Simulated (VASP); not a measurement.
Runs of VASP 6.6.1 on GaN. The structure is cubic, space group Fm-3m (No. 225). Conventional cell: a = 4.270 Å, b = 4.270 Å, c = 4.270 Å, α = 90.00°, β = 90.00°, γ = 90.00°. Ga (site symmetry m-3m) is surrounded by 6 N at 2.14 Å. N (site symmetry m-3m) has 6 Ga at 2.14 Å as nearest neighbours. Measurements of this composition are mostly on another form, of space group No. 186.

```csv
task,level,potentials or basis,cell,k mesh,cutoff (eV),mesh quality,gap on the mesh (eV),pressure (GPa),relaxed volume (Å³/atom)
relaxation of cell and atoms,PBEsol,"VASP PAW PBE potentials, release 64 (Ga_d, N)",relaxed,14 × 14 × 14,600,not flagged,0.53,0.0,9.40
relaxation of cell and atoms,PBEsol,"VASP PAW PBE potentials, release 64 (Ga, N)",relaxed,14 × 14 × 14,580,not flagged,0.56,0.0,9.51
relaxation of cell and atoms,LDA,"VASP PAW LDA potentials, release 64 (Ga_d, N)",relaxed,14 × 14 × 14,600,not flagged,(b),0.0,9.18
relaxation of cell and atoms,PBEsol,"VASP PAW PBE potentials, release 64 (Ga_d, N)",relaxed,6 × 6 × 6,600,coarse,0.52,0.0,9.40
single point,PBEsol,"VASP PAW PBE potentials, release 64 (Ga_d, N)",as given,14 × 14 × 14,520,not flagged,(a),(c),-
```

Alike in all rows: no spin polarisation; smearing gaussian 0.02 eV.

Q: Estimate the missing entries.

A: (a) 0.32; (b) 0.59; (c) -7.2.

Caveats: some runs use coarse meshes; the PAW data sets were made with another functional, which shifts forces and pressure a little (some runs).

A k mesh can miss the band edges, and the runs leave out spin-orbit coupling on Ga.

The runs don't all hold the same shells in valence.
